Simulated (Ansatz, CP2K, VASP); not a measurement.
SiC: programs and potentials compared

```xyz
8
Lattice="3.0757 0.0000 0.0000 -1.5378 2.6636 0.0000 0.0000 0.0000 10.0706" Properties=species:S:1:pos:R:3 pbc="T T T"
Si    0.0000    0.0000    1.8922
Si    0.0000    0.0000    6.9275
Si    0.0000    1.7758    4.4094
Si    1.5378    0.8879    9.4447
C     0.0000    0.0000    0.0046
C     0.0000    0.0000    5.0400
C     0.0000    1.7758    2.5157
C     1.5378    0.8879    7.5510
```

The cell is a database's computed one, not the measured one.

Alike in all runs: task band structure; functional PBE; k mesh 10 × 10 × 3; occupations fermi-dirac, width 0.05 eV; no spin polarisation; no spin-orbit coupling. Pressure is positive in compression and, in plane waves, holds the error of the finite cutoff. Gaps are the smaller of the mesh's and the band path's.

```tsv
program and potentials	plane-wave cutoff (eV)	notes	band gap (eV)	pressure (GPa)
Ansatz, all-electron LAPW, scalar-relativistic	-	-	?	?
CP2K, POTENTIAL_UZH Si GTH-PBE-q4, C GTH-PBE-q4; TZVP-MOLOPT-PBE-GTH basis	-	atomic basis	2.41	3.37
VASP, PBE PAW files C_GW, Si_GW, 550 eV	550	-	2.23	3.98
VASP, PBE PAW files C, Si, 520 eV	520	-	2.23	3.86
VASP, PBE PAW files C, Si, 500 eV	500	-	2.23	3.88
```

Task: Estimate from the other rows what the run with Ansatz, all-electron LAPW, scalar-relativistic gave.

Result: Band gap 2.23 eV; pressure 3.94 GPa. The other rows, which needn't bracket it: band gap 2.23 to 2.41; pressure 3.37 to 3.98.
